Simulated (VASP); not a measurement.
# CdS (e600) (P6_3mc) in VASP: further runs, part 2 of 2

VASP 6.6.1. Earlier steps stand in the parts before.

### 4 Single point, PBE

This run uses another cell than the first one, of 25.12 Å³/atom, 0.965 times its volume.

INCAR reads:

```
SYSTEM = CdS
PREC     = Accurate       ! precision mode
ENCUT    = 520            ! plane-wave cutoff, eV
EDIFF    = 1E-7           ! SCF threshold, eV
ISMEAR   = 0              ! smearing method
SIGMA    = 0.1            ! smearing width, eV
LREAL    = .False.        ! projectors in reciprocal space
LASPH    = .True.         ! aspherical terms in the spheres
NELM     = 100            ! most SCF steps
ALGO     = Fast           ! electronic algorithm
ISIF     = 2              ! what is computed and relaxed
LWAVE    = .False.        ! write WAVECAR
LCHARG   = .False.        ! write CHGCAR
GGA      = PE             ! functional
NBANDS   = 26             ! bands
```

KPOINTS reads:

```
regular mesh
0
Gamma
  6 6 4
  0 0 0
```

POSCAR reads:

```
CdS
1.0
    4.1500000000      0.0000000000      0.0000000000
   -2.0750000000      3.5940054257      0.0000000000
    0.0000000000      0.0000000000      6.7370000000
Cd S
2 2
Direct
    0.3333333333      0.6666666667      0.0000000000
    0.6666666667      0.3333333333      0.5000000000
    0.3333333333      0.6666666667      0.3750000000
    0.6666666667      0.3333333333      0.8750000000
```

Potentials or basis: VASP PAW PBE potentials, release 64 (Cd, S).

Started as:

```console
> cat potpaw_PBE.64/Cd/POTCAR potpaw_PBE.64/S/POTCAR > POTCAR
> mpirun -np 1 vasp_std > vasp.out
```

OUTCAR:

```text
SYSTEM = CdS
   PREC = Accurate
   ENCUT = 520
   EDIFF = 1E-7
   ISMEAR = 0
   LREAL = .False.
   LASPH = .True.
   NELM = 100
   ISIF = 2
   GGA = PE

 ion  position               nearest neighbor table
   1  0.333  0.667  0.000-   3 2.53   4 2.54   4 2.54   4 2.54
   2  0.667  0.333  0.500-   4 2.53   3 2.54   3 2.54   3 2.54
   3  0.333  0.667  0.375-   1 2.53   2 2.54   2 2.54   2 2.54
   4  0.667  0.333  0.875-   2 2.53   1 2.54   1 2.54   1 2.54

  LATTYP: Found a hexagonal cell.
 ALAT       =     4.1500000000
 C/A-ratio  =     1.6233734940

  Lattice vectors:

 A1 = (   4.1500000000,   0.0000000000,   0.0000000000)
 A2 = (  -2.0750000000,   3.5940054257,   0.0000000000)
 A3 = (   0.0000000000,   0.0000000000,   6.7370000000)

Analysis of symmetry for initial positions (statically):
=====================================================================
 Subroutine PRICEL returns:
 Original cell was already a primitive cell.

 Routine SETGRP: Setting up the symmetry group for a
 hexagonal supercell.

 Subroutine GETGRP returns: Found 12 space group operations
 (whereof  6 operations were pure point group operations)
 out of a pool of 24 trial point group operations.

The static configuration has the point symmetry C_3v.
 The point group associated with its full space group is C_6v.

Analysis of symmetry for dynamics (positions and initial velocities):
=====================================================================
 Subroutine PRICEL returns:
 Original cell was already a primitive cell.

 Routine SETGRP: Setting up the symmetry group for a
 hexagonal supercell.

 Subroutine GETGRP returns: Found 12 space group operations
 (whereof  6 operations were pure point group operations)
 out of a pool of 24 trial point group operations.

The dynamic configuration has the point symmetry C_3v.
 The point group associated with its full space group is C_6v.

 Subroutine INISYM returns: Found 12 space group operations
 (whereof  6 operations are pure point group operations),
 and found     1 'primitive' translations

----------------------------------------------------------------------------------------

                                     Primitive cell

  volume of cell :     100.4832

  direct lattice vectors                    reciprocal lattice vectors
     4.150000000  0.000000000  0.000000000     0.240963855  0.139120547  0.000000000
    -2.075000000  3.594005426  0.000000000     0.000000000  0.278241094  0.000000000
     0.000000000  0.000000000  6.737000000     0.000000000  0.000000000  0.148434021

  length of vectors
     4.150000000  4.150000000  6.737000000     0.278241094  0.278241094  0.148434021

  position of ions in fractional coordinates (direct lattice)
     0.333333333  0.666666667  0.000000000
     0.666666667  0.333333333  0.500000000
     0.333333333  0.666666667  0.375000000
     0.666666667  0.333333333  0.875000000

  ion indices of the primitive-cell ions
   primitive index   ion index
                 1           1
                 2           2
                 3           3
                 4           4

----------------------------------------------------------------------------------------

 KPOINTS: regular mesh

Automatic generation of k-mesh.
 Grid dimensions read from file:
[... 22 lines left out ...]
  0.000000  0.000000  0.000000      1.000000
  0.166667 -0.000000  0.000000      6.000000
  0.333333  0.000000  0.000000      6.000000
  0.500000 -0.000000  0.000000      3.000000
  0.166667  0.166667  0.000000      6.000000
  0.333333  0.166667  0.000000     12.000000
[... 13 lines left out ...]
  0.333333  0.166667  0.500000     12.000000
  0.333333  0.333333  0.500000      2.000000
   k-points           NKPTS =     21   k-points in BZ     NKDIM =     21   number of bands    NBANDS=     26
   number of dos      NEDOS =    301   number of ions     NIONS =      4
   total plane-waves  NPLWV =  51200
   dimension x,y,z NGX =    32 NGY =   32 NGZ =   50
   dimension x,y,z NGXF=    64 NGYF=   64 NGZF=  100
   ions per type =               2   2
   NGX,Y,Z   is equivalent  to a cutoff of  12.82, 12.82, 12.34 a.u.
   NGXF,Y,Z  is equivalent  to a cutoff of  25.64, 25.64, 24.68 a.u.
 SYSTEM =  CdS
   PREC   = accura    normal or accurate (medium, high low for compatibility)
   ISTART =      0    job   : 0-new  1-cont  2-samecut
   ICHARG =      2    charge: 1-file 2-atom 10-const
   ISPIN  =      1    spin polarized calculation?
   LNONCOLLINEAR =      F non collinear calculations
   LSORBIT =      F    spin-orbit coupling
   LASPH  =      T    aspherical Exc in radial PAW
   ENCUT  =  520.0 eV  38.22 Ry    6.18 a.u.   7.72  7.72 12.53*2*pi/ulx,y,z
   NELM   =    100;   NELMIN=  2; NELMDL= -5     # of ELM steps
   EDIFF  = 0.1E-06   stopping-criterion for ELM
   LREAL  =      F    real-space projection
   EDIFFG = 0.1E-05   stopping-criterion for IOM
   NSW    =      0    number of steps for IOM
   IBRION =     -1    ionic relax: 0-MD 1-quasi-New 2-CG
   NFREE  =      0    steps in history (QN), initial steepest desc. (CG)
   ISIF   =      2    stress and relaxation
   ISYM   =      2    0-nonsym 1-usesym 2-fastsym
   POTIM  = 0.5000    time-step for ionic-motion
   TEBEG  =    0.0;   TEEND  =   0.0 temperature during run
   PSTRESS=    0.0 pullay stress
   NELECT =      36.0000    total number of electrons
   NUPDOWN=      -1.0000    fix difference up-down
   EMIN   =  10.00;   EMAX   =-10.00  energy-range for DOS
   EFERMI =   0.00;   METHOD = LEGACY
   ISMEAR =     0;   SIGMA  =   0.10  broadening in eV -4-tet -1-fermi 0-gaus
   EFERMI_NEDOS =   21; number of points for ismear=-14 and -15
   IALGO  =     68    algorithm
   IMIX   =      4    mixing-type and parameters
     AMIX     =   0.40;   BMIX     =  1.00
     AMIX_MAG =   1.60;   BMIX_MAG =  1.00
  volume/ion in A,a.u.               =      25.12       169.52
  Fermi-wavevector in a.u.,A,eV,Ry     =   1.162727  2.197236 18.394190  1.351935
  Thomas-Fermi vector in A             =   2.299285
   LORBIT       =      0    0 simple, 1 ext, 2 COOP (PROOUT), +10 PAW based schemes
   GGA     = PE    functional components
   LHFCALC =     F    Hartree Fock is set to
   AEXX    =    0.0000 exact exchange contribution
   IVDW    =     0    specifies the selected vdW correction
   LEPSILON=     F    determine dielectric tensor
   LRPA    =     F    only Hartree local field effects (RPA)
 non-spin polarized calculation
 RMM-DIIS sequential band-by-band and
 Gauss-broadening in eV      SIGMA  =   0.10
  energy-cutoff  :      520.00
  volume of cell :      100.48
 maximum number of plane-waves:      2731
 NGX is ok and might be reduce to    32
   NGX = 15   NGY = 15   NGZ = 25

 number of electron      35.9999997 magnetization

 Free energy of the ion-electron system (eV)
  ---------------------------------------------------
  ext. energy  EPLUGINS =         0.00000000
  ---------------------------------------------------
  free energy    TOTEN  =       -12.26565950 eV

  energy without entropy =      -12.26565950  energy(sigma->0) =      -12.26565950

 E-fermi :   1.6903     XC(G=0):  -9.0847

 val. band max:        1.2063915039   @ k =   0.0000   0.0000   0.0000
 cond. band min:       2.4048422145   @ k =   0.0000   0.0000   0.0000
 fundamental gap:      1.1984507106
 Fermi energy:         1.6903257696

 k-point     1 :       0.0000    0.0000    0.0000
  band No.  band energies     occupation
      1     -11.0902      2.00000
      2     -10.6655      2.00000
      3      -6.4676      2.00000
      4      -6.4455      2.00000
      5      -6.4455      2.00000
      6      -6.3601      2.00000
[... 598 lines left out ...]
     25      10.5410      0.00000
     26      10.5485      0.00000

------------------------ aborting loop because EDIFF is reached ----------------------------------------

  FORCE on cell =-STRESS in cart. coord.  units (eV):
  Direction    XX          YY          ZZ          XY          YZ          ZX
  --------------------------------------------------------------------------------------
  -------------------------------------------------------------------------------------
  Total        1.3848379      1.3848379      1.7892141      0.0000000      0.0000000      0.0000000
  in kB       22.0808678     22.0808678     28.5285389      0.0000000      0.0000000      0.0000000
  external PRESSURE =      24.2300915 kB  Pullay stress =       0.0000000 kB

 VOLUME and BASIS-vectors are now :
 -----------------------------------------------------------------------------
  energy-cutoff  :      520.00
  volume of cell :      100.48
      direct lattice vectors                 reciprocal lattice vectors
     4.150000000  0.000000000  0.000000000     0.240963855  0.139120547  0.000000000
    -2.075000000  3.594005426  0.000000000     0.000000000  0.278241094  0.000000000
     0.000000000  0.000000000  6.737000000     0.000000000  0.000000000  0.148434021

 POSITION                                       TOTAL-FORCE (eV/Angst)
 -----------------------------------------------------------------------------------
     -0.00000      2.39600      0.00000        -0.000000      0.000000     -0.068612
      2.07500      1.19800      3.36850         0.000000     -0.000000     -0.068612
     -0.00000      2.39600      2.52637        -0.000000     -0.000000      0.068612
      2.07500      1.19800      5.89487         0.000000      0.000000      0.068612
 -----------------------------------------------------------------------------------
    total drift:                               -0.000000     -0.000000     -0.000690

  FREE ENERGIE OF THE ION-ELECTRON SYSTEM (eV)
  ---------------------------------------------------
  free  energy   TOTEN  =       -12.2656595006 eV

  energy  without entropy=      -12.2656595006  energy(sigma->0) =      -12.26565950
```

It took 33 s on 1 thread of Intel Xeon Platinum 8488C (Sapphire Rapids), shared host; peak memory 0.23 GiB.

What came out:

- Free energy: -12.2657 eV
- Pressure: 2.4 GPa
- Largest force: 0.069 eV/Å
- Band gap on the k mesh: 1.20 eV, direct

Forces in eV/Å, atoms in the order of the input:
```
Cd   0.000  0.000 -0.069
Cd   0.000  0.000 -0.069
S    0.000  0.000  0.069
S    0.000  0.000  0.069
```

Stress tensor (GPa, compression positive):
```
2.21 0.00 0.00
0.00 2.21 0.00
0.00 0.00 2.85
```

### 5 Overview

```csv
task,cell,k mesh,cutoff (eV),smearing,gap on the mesh (eV),pressure (GPa)
single point,"P6_3mc, 26.04 Å³/atom",9 × 9 × 4,520,gaussian 0.02 eV,1.11,0.3
relaxation of cell and atoms,relaxed,9 × 9 × 4,600,gaussian 0.02 eV,1.10,0.0
single point,"P6_3mc, 25.12 Å³/atom",6 × 6 × 4,520,gaussian 0.1 eV,1.20,2.4
```

Alike in all rows: level PBE; potentials or basis VASP PAW PBE potentials, release 64 (Cd, S); no spin polarisation.

Total energies depend on the potentials used, so only differences within one code and one set of settings carry meaning.

### 6 How close it comes

Step 2. A measured gap of CdS is 2.5809 eV (quoted in “Isotope dependence of band-gap energy”, 2008, arxiv:0807.2152); the calculated 1.11 eV misses it by -1.47 eV. So large a miss can be the level of theory's own, or it may mean another phase, state or a wrong row. Spin-orbit coupling on Cd is left out. The value is that of PBE, without temperature or zero-point motion. Semilocal functionals fall short of measured gaps as a rule.

Step 4. Measured gap of CdS: 2.5809 eV (quoted in “Isotope dependence of band-gap energy”, 2008, arxiv:0807.2152). This calculation gives 1.20 eV (-1.38 eV). So large a miss can be the level of theory's own, or it may mean another phase, state or a wrong row. Spin-orbit coupling on Cd is left out. The value is that of PBE, without temperature or zero-point motion. Semilocal functionals fall short of measured gaps as a rule.
